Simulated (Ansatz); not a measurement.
## TiO2, space group C2/c: a comparison of functionals at one structure

Program: Ansatz's Python interface.

`tio2.cif`
```cif
data_TiO2
_cell_length_a 3.827349
_cell_length_b 3.827349
_cell_length_c 5.472039
_cell_angle_alpha 109.89336
_cell_angle_beta 109.89336
_cell_angle_gamma 90.01315
_symmetry_space_group_name_H-M 'P 1'
_symmetry_Int_Tables_number 1
loop_
_symmetry_equiv_pos_as_xyz
'x, y, z'
loop_
_atom_site_label
_atom_site_type_symbol
_atom_site_fract_x
_atom_site_fract_y
_atom_site_fract_z
Ti1 Ti    0.134110    0.865890    0.250000
Ti2 Ti    0.865890    0.134110    0.750000
O3 O    0.331221    0.088755    0.667149
O4 O    0.668779    0.911245    0.332851
O5 O    0.911245    0.668779    0.832851
O6 O    0.088755    0.331221    0.167149
```

Script `tio2_xc.py`:
```python
"""Functional comparison for TiO2 (totals differ with the potentials too)."""

import argparse

import ansatz as az
from ase.io import read
from tabulate import tabulate

parser = argparse.ArgumentParser(description="Functional comparison for TiO2 (totals differ with the potentials too).")
parser.add_argument("--ecut", type=float, default=500.0, help="plane-wave cutoff (eV)")
parser.add_argument("--kmesh", type=int, nargs=3, required=True, help="k-point sampling")
parser.add_argument("--filling", default="Fermi-Dirac", help="how the bands are filled")
parser.add_argument("--smearing-width", type=float, required=True, help="smearing width (eV)")
parser.add_argument("--scf-tol", type=float, required=True, help="SCF tolerance (eV)")
args = parser.parse_args()

atoms = read("tio2.cif")
system = az.Crystal.from_ase(atoms)

base = (
    system.calculation()
    .basis(args.ecut)  # a bare number is in eV
    .kpoints(mesh=args.kmesh)  # the mesh must be finer for metals
    .occupations(args.filling, width=args.smearing_width)
    .scf(tolerance=args.scf_tol)
)

rows = []
for value in ["r2scan", "blyp", "lda"]:
    summary = base.functional(value).run().report
    rows.append((value, summary["free_energy_ev"] / len(summary["lattice"]["sites"]), summary["n_iterations"], summary["n_kpoints"]))

print(tabulate(rows, headers=["functional", "F/atom (eV)", "iterations", "k-points"], floatfmt=".4f", tablefmt="grid"))
```

Running `python tio2_xc.py --kmesh 6 6 6 --smearing-width 0.05 --scf-tol 1e-10` prints:
```text
+--------------+---------------+--------------+------------+
| functional   |   F/atom (eV) |   iterations |   k-points |
+==============+===============+==============+============+
| r2scan       |    -1215.4356 |            9 |         68 |
+--------------+---------------+--------------+------------+
| blyp         |    -1216.4136 |            9 |         68 |
+--------------+---------------+--------------+------------+
| lda          |    -1188.3855 |           10 |         68 |
+--------------+---------------+--------------+------------+
```

Reading the output:
- Spin is left out of this run.
- The structure comes from a database of computed cells and needn't be a stable or known phase.
- Total energies of different functionals can't be compared; pressures, moments and gaps at this one structure can.
- Timing: 38 s on 1 thread of Arm Neoverse V2, on a shared host, peak memory 0.64 GiB.
